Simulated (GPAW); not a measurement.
Set up this calculation in GPAW 26.7.0, as an ASE script.

| Item | Value |
| --- | --- |
| Task | equation of state |
| Functional | PW91 |
| Potentials or basis | PAW data sets generated in the run's folder for this functional |
| Cutoff | 800 eV |
| Basis | pw |
| k mesh | 10 × 10 × 10 |
| Occupations | fermi-dirac, width 0.05 eV |
| Spin | no spin polarisation |
| Maxiter | 150 |
| Eos scales | [0.94, 0.96, 0.98, 1.0, 1.02, 1.04, 1.06] |

The structure of BP lies in BP.xyz:

```xyz
2
Lattice="0.0000000000 2.2690000000 2.2690000000 2.2690000000 0.0000000000 2.2690000000 2.2690000000 2.2690000000 0.0000000000" Properties=species:S:1:pos:R:3 pbc="T T T"
P      3.4035000000      3.4035000000      3.4035000000
B      0.0000000000      0.0000000000      0.0000000000
```

The input as run:

run.py

```python
from ase.eos import EquationOfState
from ase.io import Trajectory, read
from ase.units import GPa
from gpaw import GPAW, PW, setup_paths

setup_paths.insert(0, '.')

atoms = read('BP.xyz')

traj = Trajectory('eos.traj', 'w')
volumes, energies = [], []
for x in [0.94, 0.96, 0.98, 1.0, 1.02, 1.04, 1.06]:
    a = atoms.copy()
    a.set_cell(atoms.cell * x**(1 / 3), scale_atoms=True)
    calc = GPAW(mode=PW(800),
                xc='GGA_X_PW91+GGA_C_PW91',
                kpts={'size': (10, 10, 10), 'gamma': True},
                occupations={'name': 'fermi-dirac', 'width': 0.05},
                nbands=11,
                convergence={'density': 1e-05, 'energy': 1e-05},
                maxiter=150,
                txt=f'eos-{x:.2f}.txt')
    a.calc = calc
    energies.append(a.get_potential_energy(force_consistent=True))
    volumes.append(a.get_volume())
    p = -a.get_stress()[:3].mean() / GPa
    calc.write(f'eos-{x:.2f}.gpw')
    traj.write(a)
    print(f'{x:.2f} {volumes[-1]:10.4f} A^3 {energies[-1]:14.6f} eV {p:9.3f} GPa', flush=True)

v0, e0, B = EquationOfState(volumes, energies, eos='birchmurnaghan').fit()
print(f'V0 = {v0:.4f} A^3, E0 = {e0:.6f} eV, B0 = {B / GPa:.2f} GPa')
```

Potentials or basis: PAW data sets generated in the run's folder for this functional, pw.

Launch:

```sh
$ gpaw-setup -f GGA_X_PW91+GGA_C_PW91 B P
$ OMP_NUM_THREADS=1 python run.py
```

Results of the run:

| Property | Result |
| --- | --- |
| Equilibrium volume | 11.78 Å³/atom |
| Bulk modulus | 162 GPa |
| Pressure derivative of the bulk modulus | 3.8 |

It took 38 s on 1 thread of AMD EPYC 9R45 96-Core Processor (Zen 5), on a shared host, peak memory 0.24 GiB.
